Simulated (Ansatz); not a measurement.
# BP: the cost of one run

Computed with Ansatz 0.2.0 (DFT PBEsol, scalar-relativistic, plane waves, PAW, unless a step's input says otherwise).

1 further run of the same task is left out (it didn't finish).

### 1 Starting point

It takes space group F-43m (No. 216, cubic). The conventional cell has a = 4.538 Å, b = 4.538 Å, c = 4.538 Å, α = 90.00°, β = 90.00°, γ = 90.00°. Around B (site symmetry -43m) lie 4 P at 1.97 Å. P (site symmetry -43m) has 4 B at 1.97 Å as nearest neighbours.

Structure file:

```
B P
1.0
     0.00000    2.26900    2.26900
     2.26900    0.00000    2.26900
     2.26900    2.26900    0.00000
B P
1 1
Cartesian
  0.0000 0.0000 0.0000
  3.4035 3.4035 3.4035
```

The structure comes from the Crystallography Open Database.

(A quick probe on a coarse mesh, which set the mesh and smearing, is not shown.)

### 3 Full relaxation

Input file input.yaml:

```yaml
crystal:
  lattice:
    - [0.0, 2.269, 2.269]
    - [2.269, 0.0, 2.269]
    - [2.269, 2.269, 0.0]
  atoms:
    - { symbol: B, position: [0.0, 0.0, 0.0] }
    - { symbol: P, position: [0.75, 0.75, 0.75] }
basis:
  ecutwfc: 420
kpoints:
  mp_grid: { grid: [10, 10, 10] }
hamiltonian:
  xc: pbesol
scf:
  occupations: { method: gaussian, width: 0.02 }
output:
  forces: true
  stress: true
  eigenvalues: true
relax:
  adjacent_minimum: "off"
  f_tol: 0.005
  max_steps: 80
  cell: { stress_tol: 0.05 }
```

Command:

```sh
ansatz run input.yaml --threads 1 --pin off --max-ram 2560MiB --backend cpu --events-out ev --progress --plain --runs-dir out
```

Q: Estimate wall time and peak memory on 1 thread of Arm Neoverse V2, shared host.

About 4.9 s, with a peak of 0.28 GiB.
